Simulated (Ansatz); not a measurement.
**All-electron card of PbS**

```yaml
crystal:
  lattice:
    - [2.94050, -2.90000, 0.00000]
    - [2.94050, 2.90000, 0.00000]
    - [-1.08005, 0.00000, 11.70929]
  atoms:
    - { symbol: Pb, position: [0.77560, 0.77560, 0.63638] }
    - { symbol: Pb, position: [0.22440, 0.22440, 0.36362] }
    - { symbol: S, position: [0.26840, 0.26840, 0.59860] }
    - { symbol: S, position: [0.73160, 0.73160, 0.40140] }
```

Atoms are numbered in the order listed.

The cell is COD entry 2106944, as deposited and not checked against the literature; nothing was relaxed.

Spin–orbit coupling is left out, though it moves levels of the heavy atoms by tenths of an eV or more.

Levels of theory: DFT, PBEsol, all-electron LAPW, scalar-relativistic (Ansatz 0.2.0); DFT, PBEsol, PAW with Ansatz's default frozen-core files, scalar-relativistic (Ansatz 0.2.0).

For LAPW: a Γ-centred 7×7×3 k mesh, Fermi–Dirac smearing of 0.01 eV, basis error target 0.5 meV/atom, no spin polarisation. PAW takes a cutoff of 420 eV at this cell (files made with PBE, cores remade for this functional). The Ansatz runs share mesh, smearing and spin set-up. Values come from LAPW unless marked.

```json
{
 "Pressure at this cell": "-10.7 kbar",
 "Band gap": "1.25 eV",
 "Stress xx, yy, zz (compression positive)": "-0.98, -0.13, -2.09 GPa",
 "Largest force": "0.674 eV/Å on Pb1",
 "Löwdin charges (with 0.11 e of the cell spilling out of the atomic basis, so their sizes and signs hang on that basis)": "Pb1 0.46, S3 -0.41 e",
 "Bader charges (from the PAW run)": "Pb1 +0.94, S3 -0.94 e",
 "Volume per atom": "336.9 bohr³"
}
```
